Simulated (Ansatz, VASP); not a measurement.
This is a calculation of BaH2 for VASP 6.6.1.

INCAR

```
SYSTEM = BaH2
PREC = Accurate ; ENCUT = 520
EDIFF = 1E-7 ; ISMEAR = -1
SIGMA = 0.05 ; LREAL = .FALSE.
LASPH = .TRUE. ; NELM = 100
ALGO = Normal ; ISIF = 2
LWAVE = .FALSE. ; LCHARG = .FALSE.
GGA = PS ; NBANDS = 21
KPAR = 2
```

The input KPOINTS:

```
Automatic mesh
0
G
  7 7 5
  0 0 0
```

Contents of POSCAR:

```
BaH2
1.0
    4.5495379573      0.0000000000      0.0000000000
   -2.2747689787      3.9400154466      0.0000000000
    0.0000000000      0.0000000000      6.1740539683
Ba H
2 4
Direct
    0.3333333333      0.6666666667      0.2500000000
    0.6666666667      0.3333333333      0.7500000000
    0.0000000000      0.0000000000      0.0000000000
    0.0000000000      0.0000000000      0.5000000000
    0.6666666667      0.3333333333      0.2500000000
    0.3333333333      0.6666666667      0.7500000000
```

Potentials or basis: VASP PAW PBE potentials, release 64 (Ba_sv, H).

Command:

```sh
$ cat potpaw_PBE.64/Ba_sv/POTCAR potpaw_PBE.64/H/POTCAR > POTCAR
$ mpirun -np 2 vasp_std > vasp.out
```

Q: Translate it to Ansatz 0.2.0. Potentials there: Ansatz PAW.

A: As run (the cutoff follows the program's own potentials):

File input.yaml:

```yaml
crystal:
  lattice:
    - [4.5495379573, 0.0, 0.0]
    - [-2.2747689787, 3.9400154466, 0.0]
    - [0.0, 0.0, 6.1740539683]
  atoms:
    - { symbol: Ba, position: [0.3333333333, 0.6666666667, 0.25] }
    - { symbol: Ba, position: [0.6666666667, 0.3333333333, 0.75] }
    - { symbol: H, position: [0.0, 0.0, 0.0] }
    - { symbol: H, position: [0.0, 0.0, 0.5] }
    - { symbol: H, position: [0.6666666667, 0.3333333333, 0.25] }
    - { symbol: H, position: [0.3333333333, 0.6666666667, 0.75] }
hamiltonian:
  xc: pbesol
  pseudopotentials: { kind: paw }
kpoints:
  mp_grid: { grid: [7, 7, 5] }
scf:
  occupations: { method: fermi_dirac, width: 0.05 }
output:
  forces: true
  stress: true
  eigenvalues: true
```

Potentials or basis: Ansatz PAW.

The run is started by

```bash
$ ansatz run input.yaml --threads 1 --pin off --max-ram 3584MiB --backend cpu --events-out ev --progress --plain --runs-dir out
```

Both were run:

|  | VASP | Ansatz | Ansatz less VASP |
| --- | --- | --- | --- |
| gap on the k mesh at the Fermi level (eV) | 1.64 | 1.75 | +0.110 |
| least direct gap on the mesh (eV) | 2.51 | 2.63 | +0.126 |
| pressure (GPa) | -3.4 | -3.8 | -0.46 |
| largest component of the traceless stress (GPa) | 0.58 | 0.65 | +0.072 |

Caveats: spin-orbit coupling is left out, which moves the levels of the heavy elements; the PAW data sets were made with another functional, which shifts forces and pressure a little (VASP); an odd mesh through Γ misses points on the zone boundary, where band edges often lie (VASP); odd divisions of the mesh miss points on the zone boundary, where band edges often lie, so the gap on the mesh can be too wide (Ansatz); the PAW data sets come from PBE, with cores solved anew for the run's functional, which leaves a small shift of forces and pressure (Ansatz).
